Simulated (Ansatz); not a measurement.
# TiAl3: relaxation of cell and atoms with PBEsol

The system is TiAl3.

```
Ti Al
1.0
    -1.91111    1.91111    4.28067
     1.91111   -1.91111    4.28067
     1.91111    1.91111   -4.28067
Ti Al
1 3
Direct
  0.00000 0.00000 0.00000
  0.25000 0.75000 0.50000
  0.75000 0.25000 0.50000
  0.50000 0.50000 0.00000
```

The cell comes from a database or a generator and needn't be the stable form of this composition.

| Property | Result |
| --- | --- |
| Program | Ansatz 0.2.0 |
| Task | relaxation of cell and atoms |
| Functional | PBEsol |
| Potentials or basis | Ansatz PAW |
| Cutoff | 420 eV (not typed: the program's choice for these potentials) |
| k mesh | 10 × 10 × 10 |
| Occupations | fermi-dirac, width 0.05 eV |
| Spin | no spin polarisation |
| Target pressure (GPa) | 0 |

The relaxed volume is 15.57 Å³/atom, the relaxed cell is a = 5.054 Å, b = 5.054 Å, c = 5.054 Å, α = 135.63°, β = 135.63°, γ = 64.56° and the space group after relaxing (to 0.05 Å) is I4/mmm (No. 139). The energy gained by relaxing is 0.1 meV/atom, the ionic steps are 4 and the pressure after relaxing is 0.0 GPa. The band gap on the k mesh is none (metal or under the smearing width).

The path:
```tsv
step	energy change (eV)	largest force (eV/Å)	volume (Å³)
1	0.0000	0.0000	62.54
2	-0.0004	0.0000	62.15
3	-0.0005	0.0000	62.27
4	-0.0004	0.0000	62.27
```

Final structure:
```yaml
crystal:
  lattice:
    - [-1.90858, 1.90858, 4.27331]
    - [1.90858, -1.90858, 4.27331]
    - [1.90858, 1.90858, -4.27331]
  atoms:
    - { symbol: Ti, position: [0.00000, 0.00000, 0.00000] }
    - { symbol: Al, position: [0.25000, 0.75000, 0.50000] }
    - { symbol: Al, position: [0.75000, 0.25000, 0.50000] }
    - { symbol: Al, position: [0.50000, 0.50000, 0.00000] }
```

Levels at points of the mesh, in eV from the Fermi level:
| k point | band 8 | band 9 | band 10 | band 11 | band 12 | band 13 | band 14 | band 15 |
| --- | --- | --- | --- | --- | --- | --- | --- | --- |
| (0.00, 0.00, 0.00) | -1.43 | -1.23 | -1.23 | 0.85 | 1.76 | 1.76 | 2.23 | 2.51 |
| (0.00, 0.00, -0.50) | -3.77 | -2.70 | -2.21 | -0.99 | 1.79 | 1.97 | 2.71 | 2.87 |
| (0.00, -0.50, 0.00) | -2.94 | -1.06 | -0.26 | 0.51 | 1.83 | 2.11 | 2.75 | 3.18 |
| (-0.50, -0.50, -0.50) | -0.91 | -0.91 | -0.24 | 0.71 | 0.71 | 0.97 | 3.08 | 4.83 |

Run time: 9.9 s on 2 threads of Arm Neoverse V2, on a shared host, peak memory 0.42 GiB.

Caveat: the plane-wave basis is chosen anew once the cell has moved, so the energies of steps on either side of that aren't comparable; the PAW data sets come from PBE, with cores solved anew for the run's functional, which leaves a small shift of forces and pressure.
